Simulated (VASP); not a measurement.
**Fe under changes of volume**

One of the cells (12.259 Å³/atom); the others are scaled copies at fixed shape and fractional positions:

```
Fe
1.0
    -1.45256    1.45256    1.45256
     1.45256   -1.45256    1.45256
     1.45256    1.45256   -1.45256
Fe
1
Cartesian
  0.0000 0.0000 0.0000
```

* Program: VASP 6.6.1
* Functional: r2SCAN
* Potentials or basis: VASP PAW PBE potentials, release 64 (Fe)
* Cutoff: 520 eV
* k mesh: 13 × 13 × 13
* Occupations: fermi-dirac, width 0.05 eV
* Spin: collinear spin, ferromagnetic start
* Starting moments: [3.0] μB

```tsv
volume (Å³/atom)	energy over the lowest point (meV/atom)	pressure (GPa)	moment (μB per cell)
11.298	?	?	?
11.538	2.58	4.0	2.65
11.778	0.00	-0.4	2.65
12.259	12.91	-7.6	2.66
12.499	26.61	-10.6	2.67
12.740	44.64	-13.3	2.67
```

What does the run at 11.298 Å³/atom give?

Energy over the lowest point 12.19 meV/atom; pressure 8.7 GPa; moment 2.64 μB per cell.

Worked out: A Birch-Murnaghan fit of order 3 (a polynomial in V^(-2/3)) to the other rows has its minimum at 11.75 Å³/atom with B0 = V·E''(V) = 207 GPa and B' = 5.9. It gives 12.28 meV/atom at 11.298 Å³/atom, against the run's 12.19, and -dE/dV = 9.1 GPa, against 8.7. A straight line through the other rows of the moment, of slope 0.0193 μB per Å³/atom, extrapolates to 2.64 μB, against the run's 2.64.

Energies are extrapolated to zero smearing.

Caveats: the PAW data sets were made with another functional, which shifts forces and pressure a little.
